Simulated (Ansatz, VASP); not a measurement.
**Si (Silicon): VASP beside Ansatz**

Aim: how closely do two programs agree when they are given the same cell, functional and k mesh? The cell is a member of a volume series, scaled by 1.015 from a relaxed one, so a pressure remains. Other levels of theory on this material are compared in a session of their own.

Program: Ansatz 0.2.0. Level of theory: plane waves, with VASP 6.6.1 beside it; single point at PBEsol. Results are calculated unless marked as measured.

**1. Starting point**

The structure is cubic, space group Fd-3m (No. 227). The conventional cell has a = 5.463 Å, b = 5.463 Å, c = 5.463 Å, α = 90.00°, β = 90.00°, γ = 90.00°. Nearest to Si lie 4 Si at 2.37 Å.

**2. VASP: single point, PBEsol, volume scaled by 1.015**

With cell and atoms fixed, the geometry can't cause a difference; cores, projectors, grids and the points listed under the comparison can.

Lines of VASP's logs that name or quote its potential files are left out, and so is its time.

The input asks for a relaxation, which ended at its first step since no free force or stress exceeded the threshold; so it serves as a single point.

The input, INCAR:

```
SYSTEM = Si
PREC = Accurate
ENCUT = 450
EDIFF = 1E-06
NELM = 100
ISMEAR = 0
SIGMA = 0.03
LREAL = .FALSE.
ALGO = Normal
GGA = PS
NBANDS = 10
LORBIT = 11
LWAVE = .FALSE.
LCHARG = .FALSE.
KPAR = 8
IBRION = 2
NSW = 30
ISIF = 4
EDIFFG = -0.01
```

The input, POSCAR:

```
Si
1.0
    0.0000000000      2.7314194945      2.7314194945
    2.7314194945      0.0000000000      2.7314194945
    2.7314194945      2.7314194945      0.0000000000
Si
2
Direct
    0.7500000000      0.7500000000      0.7500000000
    0.5000000000      0.5000000000      0.5000000000
```

The input, KPOINTS:

```
Automatic mesh
0
Gamma
8 8 8
0 0 0
```

Potentials, in the order of the species: Si (PBE family, release 64).

Command:

```
$ mpirun -np 8 vasp_std
```

Numbers of over 12 decimals in the logs are rounded to 6 here.

Output:

```text
[banner, memory and clock lines left out]
running    8 mpi-ranks, on    1 nodes
 distrk:  each k-point on    1 cores,    8 groups
 distr:  one band on    1 cores,    1 groups

 POSCAR found type information on POSCAR Si
 POSCAR found :  1 types and       2 ions
|                                                                             |
|           W    W    AA    RRRRR   N    N  II  N    N   GGGG   !!!           |
|           W    W   A  A   R    R  NN   N  II  NN   N  G    G  !!!           |
|           W    W  A    A  R    R  N N  N  II  N N  N  G       !!!           |
|           W WW W  AAAAAA  RRRRR   N  N N  II  N  N N  G  GGG   !            |
|           WW  WW  A    A  R   R   N   NN  II  N   NN  G    G                |
|           W    W  A    A  R    R  N    N  II  N    N   GGGG   !!!           |
|                                                                             |
|     For optimal performance we recommend to set                             |
|       NCORE = 2 up to number-of-cores-per-socket                            |
|     NCORE specifies how many cores store one orbital (NPAR=cpu/NCORE).      |
|     This setting can greatly improve the performance of VASP for DFT.       |
|     The default, NCORE=1 might be grossly inefficient on modern             |
|     multi-core architectures or massively parallel machines. Do your        |
|     Unfortunately you need to use the default for GW and RPA                |
|     calculations (for HF NCORE is supported but not extensively tested      |
|     yet).                                                                   |
|                                                                             |

|                                                                             |
|               ----> ADVICE to this user running VASP <----                  |
|                                                                             |
|     You enforced a specific xc type in the INCAR file but a different       |
|     [... a line on the potential file left out ...]
|     I HOPE YOU KNOW WHAT YOU ARE DOING!                                     |
|                                                                             |

 LDA part: xc-table for (Slater+PW92), standard interpolation
 POSCAR, INCAR and KPOINTS ok, starting setup
 FFT: planning ... GRIDC
 FFT: planning ... GRID_SOFT
 FFT: planning ... GRID
 WAVECAR not read
 entering main loop
       N       E                     dE             d eps       ncg     rms          rms(c)
DAV:   1     0.677471292148E+01    0.67747E+01   -0.31194E+03   580   0.581E+02
DAV:   2    -0.112392861513E+02   -0.18014E+02   -0.17363E+02   846   0.851E+01
DAV:   3    -0.116971094553E+02   -0.45782E+00   -0.45659E+00   750   0.124E+01
DAV:   4    -0.117004875305E+02   -0.33781E-02   -0.33776E-02   722   0.125E+00
DAV:   5    -0.117005141649E+02   -0.26634E-04   -0.26634E-04   714   0.102E-01    0.486E+00
DAV:   6    -0.115538358777E+02    0.14668E+00   -0.82096E-02   648   0.122E+00    0.290E+00
DAV:   7    -0.114862216875E+02    0.67614E-01   -0.14668E-01   652   0.172E+00    0.171E-01
DAV:   8    -0.114867843916E+02   -0.56270E-03   -0.50702E-03   652   0.431E-01    0.769E-02
DAV:   9    -0.114868432992E+02   -0.58908E-04   -0.88426E-05   766   0.661E-02    0.530E-02
DAV:  10    -0.114868542939E+02   -0.10995E-04   -0.10725E-05   666   0.194E-02    0.718E-03
DAV:  11    -0.114868540881E+02    0.20577E-06   -0.42005E-07   454   0.364E-03
   1 F= -.11486854E+02 E0= -.11486854E+02  d E =-.114869E+02
 curvature:   0.00 expect dE= 0.000E+00 dE for cont linesearch  0.000E+00
 trial: gam= 0.00000 g(F)=  0.228E-48 g(S)=  0.102E-32 ort = 0.000E+00 (trialstep = 0.100E+01)
 search vector abs. value=  0.100E-09
 reached required accuracy - stopping structural energy minimisation
```

From OUTCAR (step 2):

```text
ion  position               nearest neighbor table
   1  0.750  0.750  0.750-   2 2.37   2 2.37   2 2.37   2 2.37
   2  0.500  0.500  0.500-   1 2.37   1 2.37   1 2.37   1 2.37

  LATTYP: Found a face centered cubic cell.
 ALAT       =     5.4628389890

 Subroutine GETGRP returns: Found 48 space group operations
 (whereof 24 operations were pure point group operations)

The static configuration has the point symmetry T_d .
 The point group associated with its full space group is O_h .

 Found     29 irreducible k-points:

   k-points           NKPTS =     29   k-points in BZ     NKDIM =     29   number of bands    NBANDS=     10

   dimension x,y,z NGX =    28 NGY =   28 NGZ =   28
   dimension x,y,z NGXF=    56 NGYF=   56 NGZF=   56

   ENCUT  =  450.0 eV  33.07 Ry    5.75 a.u.   6.68  6.68  6.68*2*pi/ulx,y,z

   NELECT =       8.0000    total number of electrons

 k-points in reciprocal lattice and weights: Automatic mesh
   0.00000000  0.00000000  0.00000000       0.002
   0.12500000  0.00000000  0.00000000       0.016
   0.25000000  0.00000000  0.00000000       0.016
   0.37500000  0.00000000  0.00000000       0.016
   0.50000000  0.00000000  0.00000000       0.008
   0.12500000  0.12500000  0.00000000       0.012
   0.25000000  0.12500000  0.00000000       0.047
   0.37500000  0.12500000  0.00000000       0.047
   0.50000000  0.12500000  0.00000000       0.047
[...]
-0.37500000  0.50000000  0.12500000       0.023
  -0.25000000  0.50000000  0.25000000       0.012

 average (electrostatic) potential at core
       1 -83.2315       2 -83.2315

 E-fermi :   5.7396

 k-point     1 :       0.0000    0.0000    0.0000
  band No.  band energies     occupation
      1      -6.2558      2.00000
      2       5.6137      2.00000
      3       5.6137      2.00000
      4       5.6137      2.00000
      5       8.1231      0.00000
      6       8.1231      0.00000
      7       8.1231      0.00000
      8       8.7370      0.00000
      9      13.2893      0.00000
    ...

 k-point     2 :       0.1250    0.0000    0.0000
  band No.  band energies     occupation
      1      -6.0540      2.00000
      2       4.0061      2.00000
      3       5.3262      2.00000
      4       5.3262      2.00000
      5       8.0072      0.00000
      6       8.5439      0.00000
      7       8.5439      0.00000
      8      10.1284      0.00000
      9      12.7938      0.00000
    ...

 k-point     3 :       0.2500    0.0000    0.0000
  band No.  band energies     occupation
      1      -5.4651      2.00000
      2       1.6937      2.00000
      3       4.8596      2.00000
      4       4.8596      2.00000
      5       7.5135      0.00000
      6       9.0569      0.00000
      7       9.0569      0.00000
      8      12.3185      0.00000
      9      12.7361      0.00000
    ...

  Total       -0.3428986     -0.3428986     -0.3428986      0.0000000      0.0000000     -0.0000000
  in kB      -13.4797268    -13.4797268    -13.4797268      0.0000000      0.0000000     -0.0000000
  external PRESSURE =     -13.4797268 kB  Pullay stress =       0.0000000 kB

  energy-cutoff  :      450.00
  volume of cell :       40.76
      direct lattice vectors                 reciprocal lattice vectors
     0.000000000  2.731419494  2.731419494    -0.183055002  0.183055002  0.183055002
     2.731419494  0.000000000  2.731419494     0.183055002 -0.183055002  0.183055002
     2.731419494  2.731419494  0.000000000     0.183055002  0.183055002 -0.183055002

 POSITION                                       TOTAL-FORCE (eV/Angst)
 -----------------------------------------------------------------------------------
      4.09713      4.09713      4.09713         0.000000      0.000000      0.000000
      2.73142      2.73142      2.73142        -0.000000     -0.000000     -0.000000
 -----------------------------------------------------------------------------------
    total drift:                               -0.000000      0.000000     -0.000000

  FREE ENERGIE OF THE ION-ELECTRON SYSTEM (eV)
  ---------------------------------------------------
  free  energy   TOTEN  =       -11.4868540881 eV

  energy  without entropy=      -11.4868540881  energy(sigma->0) =      -11.48685409

 reached required accuracy - stopping structural energy minimisation

 total charge
# of ion       s       p       d       tot
------------------------------------------
    1        0.752   0.927   0.000   1.679
    2        0.752   0.927   0.000   1.679
--------------------------------------------------
tot          1.503   1.854   0.000   3.358

[... 3 further parts left out ...]
```

**3. Ansatz: single point, PBEsol, volume scaled by 1.015**

Ansatz runs on its default PAW (the set named soft_2) files.

The same cell, functional, mesh and smearing now go to Ansatz, which takes its cutoff from its data sets.

The input, input.yaml:

```yaml
crystal:
  lattice:
    - [0.0, 2.73141949, 2.73141949]
    - [2.73141949, 0.0, 2.73141949]
    - [2.73141949, 2.73141949, 0.0]
  atoms:
    - { symbol: Si, position: [0.75, 0.75, 0.75] }
    - { symbol: Si, position: [0.5, 0.5, 0.5] }
hamiltonian:
  xc: pbesol
  pseudopotentials: { kind: paw }
kpoints:
  mp_grid: { grid: [8, 8, 8] }
scf:
  occupations: { method: gaussian, width: 0.03 }
  n_extra_bands: 4
output:
  forces: true
  stress: true
  eigenvalues: true
  write_density: true
  write_potential: true
  elf: true
  volumetric_format: npy
```

Command:

```
$ ansatz run input.yaml --threads 2 --pin off --max-ram 4608MiB --backend cpu --events-out ev --progress --plain --runs-dir out
```

Output:

```text
scf.n_extra_bands = 4 over 4 filled bands (N_el = 8.0): the run solves 8 bands
Engine: ansatz 0.2.0, aarch64-unknown-linux-gnu
Pseudopotentials: kind: paw
Pseudopotential: Si, paw, valence charge 4, recommended cutoff 420 eV (normal), Si.paw.azcp
Functional definition: PBEsol
  exchange = pbesol_x
  correlation = pbesol_c
Crystal: 2 atoms, lattice volume = 40.756 Å³
Basis set: ecut = 420 eV, 821 PW (Γ), exchange–correlation on 54×54×54 points (8 copies of the dense FFT grid, shifted against one another)
Bands: 8, of which v1, the nominal top of the filled ones, is band 4 counted from 1 (3 counted from 0)
Symmetry: 48 space group operations
Space group: Fd-3m (ITA 227), of the structure as read, at distance tolerance 3.4e-5 Å
k-points: 29 of 512
Non-local potential: Si, projectors of the file, l = 0: 2, l = 1: 2, l = 2: 2
PAW form: soft (Blöchl's): semilocal exchange-correlation on the pseudo side does not see the compensation charge
PAW frozen core: Si, regenerated for the run's functional, and the local potential with it (the file was generated under x = pbe(κ = 0.804, μ = 0.219515), c = pbe(β = 0.066725))
PAW one-centre angular grid: Si, 110 points (default); XC on 64 Gauss nodes
Initial density: superposition of atomic densities (neutral atoms: chi_scale 0, normalization atom), corrected by the library's trained network
Initial wavefunctions: pseudopotential atomic-orbital guess
Functional: x = pbesol(κ = 0.804, μ = 0.123457), c = pbesol(β = 0.046)
SCF iter   1: F=—  HF=-1242.978469 eV  |F-HF|=—  |Δ(HF+E_count)|=         —  Δρ=2.97e-3  dr2=4.21e-3  ethr=1.77e-3  ⟨swp⟩=6.2  Hψ=2091  notcnv=0
preconditioner: auto → none  [insulator: Δε(μ)=0.512 eV  Ē_g=9.341 eV  σ=0.030 eV  W_gap=1.00  n_scr=8 (ndim 8)  ℏωp=16.5 eV  f_vac=0.000  D(μ)=0.00/eV (n_scr^D=0)  ε∞_Penn≈4.1]
SCF iter   2: F=—  HF=-1242.977921 eV  |F-HF|=—  |Δ(HF+E_count)|=   5.48e-4  Δρ=1.13e-3  dr2=5.10e-4  ethr=5.27e-5  ⟨swp⟩=2.1  Hψ=545  notcnv=0
SCF iter   3: F=—  HF=-1242.977890 eV  |F-HF|=—  |Δ(HF+E_count)|=   3.07e-5  Δρ=1.78e-4  dr2=7.94e-6  ethr=6.37e-6  ⟨swp⟩=2.0  Hψ=348  notcnv=0
SCF iter   4: F=—  HF=-1242.977885 eV  |F-HF|=—  |Δ(HF+E_count)|=   5.03e-6  Δρ=1.64e-5  dr2=8.02e-8  ethr=9.92e-8  ⟨swp⟩=2.0  Hψ=327  notcnv=0
iter 5 did not close the SCF: its close was put off for the readings that it lacked (scf_convergence_deferred on its scf_iter line)
SCF iter   5: F=-1242.977885 eV  HF=-1242.977885 eV  |F-HF|=9.04e-10  |Δ(HF+E_count)|=   8.35e-9  Δρ=4.08e-6  dr2=3.69e-9  ethr=1.00e-9  ⟨swp⟩=2.0  Hψ=331  notcnv=0
SCF iter   6: F=-1242.977885 eV  HF=-1242.977885 eV  |F-HF|=1.52e-11  |Δ(HF+E_count)|=   1.19e-9  Δρ=4.00e-7  dr2=4.50e-11  ethr=4.61e-11  ⟨swp⟩=4.8  Hψ=1074  notcnv=0
SCF 1 converged in 6 iterations: F = -1242.977885 eV  dr2 = 4.50e-11
  greatest PAW one-centre occupation: 0.636 electrons in one spin orbital (limit 2), on the Si atom at site 1 (counted from 0), in its partial waves of l = 0
SCF converged after 6 iterations
Free energy (F): -1242.977885 eV
Harris-Foulkes:  -1242.977885 eV  (|F-HF|=1.52e-11)
Internal energy: -1242.977885 eV  (E = F + TS)
E sigma→0 (E₀):  -1242.977885 eV
Fermi energy:    6.265966 eV
--- Per-component energies (eV) ---
  E_band       = 7.717378
  E_kinetic    = 80.013621
  E_local      = -55.691110  (includes V_loc(G=0)·N_el)
  E_nonlocal   = 51.889260
  E_hartree    = 14.852298
  E_xc         = -109.084990
  E_vxc        = -93.311891  (∫ρ·V_xc dr)
  E_paw        = -997.832785  (= ΣΔE_a)
  E_vpaw       = -4.887144  (= ΣTr[D̂ρ^β])
  E_aug_tail   = 0.000012  (compensation charges beyond the density's cutoff)
  E_ewald      = -227.187314
  E_core_change = 0.063121  (= ΣΔE_core)
  E_smearing   = -0.000000  (= −TS)
  E_closure    = -0.000000  (closes the sum)
  Σ components = -1242.977885   (vs F -1242.977885, Δ=0.00e0)
--- Forces (eV/Å), atoms counted from 1 ---
  atom   1  Si    -0.00000000    -0.00000000     0.00000000
  atom   2  Si     0.00000000    -0.00000000    -0.00000000
  max |Σ_I F_I| component: 4.16e-17 eV/Å
--- Stress (GPa, compression-positive) ---
       -1.450061       0.000000      -0.000000
       -0.000000      -1.450061      -0.000000
        0.000000       0.000000      -1.450061
  P = ⅓ Tr σ = -1.4501 GPa (-14.501 kbar)
--- Band table (eV; the first three rows and the last of 29) ---
  k-point 0: bands = ["-5.8684", "5.9988", "5.9988", "5.9988", "8.5107", "8.5107", "8.5107", "9.1090"]
  k-point 1: bands = ["-5.6666", "4.3913", "5.7117", "5.7117", "8.3909", "8.9309", "8.9309", "10.5041"]
  k-point 2: bands = ["-5.0780", "2.0799", "5.2452", "5.2452", "7.8965", "9.4443", "9.4443", "12.6951"]
  k-point 28: bands = ["-1.6117", "-1.6117", "2.1693", "2.1693", "10.1743", "10.1743", "10.8805", "10.8805"]
```

It took 1.2 s on 2 threads of Arm Neoverse N1, shared host; peak memory 0.25 GiB.

The column dr2 measures how far the density is from self-consistency, as an energy; F and HF (Harris–Foulkes) agree once it is small.

The run ends at a pressure of -1.45 GPa.

**4. Comparison**

Known differences besides the potentials themselves: the cutoff is 420 eV in Ansatz and 450 eV in VASP; Ansatz makes its cores anew for this functional, VASP keeps those of its PBE data sets; VASP leaves aspherical gradient terms in its spheres out (LASPH is not set), Ansatz keeps them. Total energies have different zeros and are not compared.

Both answers:

```
              quantity  Ansatz   VASP  difference
        pressure (GPa)   -1.45  -1.35       -0.10
gap on the k mesh (eV)   0.536  0.531      +0.005
```

A gap on the mesh is an upper bound, since the band edges may lie between its points. Ansatz's pressure holds a Pulay correction of 0.03 GPa; VASP's holds none.

**5. What came out**

| Property | Result |
| --- | --- |
| difference in gap on the k mesh (single point, PBEsol, volume scaled by 1.015) | 0.0045 eV |

In words: The difference in gap on the k mesh is 0.0045 eV (single point, PBEsol, volume scaled by 1.015), within the 0.08 eV picked in this series as the mark of a large difference. 4 further runs of this series are not shown here. How closely two codes agree says nothing of how well the functional describes the real material.

[Lines on the potential files, build, host, timing and source positions are cut from VASP's logs without a mark.]

[Logs are printed without paths, hosts, clocks, repeated set-up lines and the standing remarks that a program may print on its own settings, such as how far it seeks lower states.]

[Hosts, paths, dates, database ids (printed as entryN), source tags and the programs' standing remarks are cut or masked in the printed files.]
